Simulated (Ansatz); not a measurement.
Sb under changes of volume

One of the cells (30.206 Å³/atom); the others are scaled copies at fixed shape and fractional positions:

```xyz
2
Lattice="2.1542 1.2437 3.7580 -2.1542 1.2437 3.7580 0.0000 -2.4875 3.7580" Properties=species:S:1:pos:R:3 pbc="T T T"
Sb    0.0000    0.0000    8.6416
Sb    0.0000    0.0000    2.6324
```

* Program: Ansatz 0.2.0
* Functional: LDA
* Potentials or basis: all-electron LAPW, scalar-relativistic
* Cutoff: 230 eV (chosen from the basis error)
* Basis error allowed: 0.001 eV/atom
* k mesh: 8 × 8 × 8
* Occupations: fermi-dirac, width 0.05 eV
* Spin: no spin polarisation

```csv
volume (Å³/atom),energy over the lowest point (meV/atom),pressure (GPa),largest force (eV/Å)
28.393,9.97,2.8,0.349
28.998,2.38,1.3,0.229
29.602,0.00,0.0,0.117
30.206,2.25,-1.2,0.012
30.810,8.63,-2.2,0.085
31.414,18.72,-3.1,0.174
32.018,?,?,?
```

What does the run at 32.018 Å³/atom give?

Energy over the lowest point 32.12 meV/atom; pressure -4.0 GPa; largest force 0.257 eV/Å.

Worked out: A Birch-Murnaghan fit of order 3 (a polynomial in V^(-2/3)) to the other rows has its minimum at 29.60 Å³/atom with B0 = V·E''(V) = 60 GPa and B' = 4.5 at fixed shape and positions, which overstates the stiffness. It gives 32.11 meV/atom at 32.018 Å³/atom, against the run's 32.12, and -dE/dV = -4.0 GPa, against -4.0.

Energies are extrapolated to zero smearing.
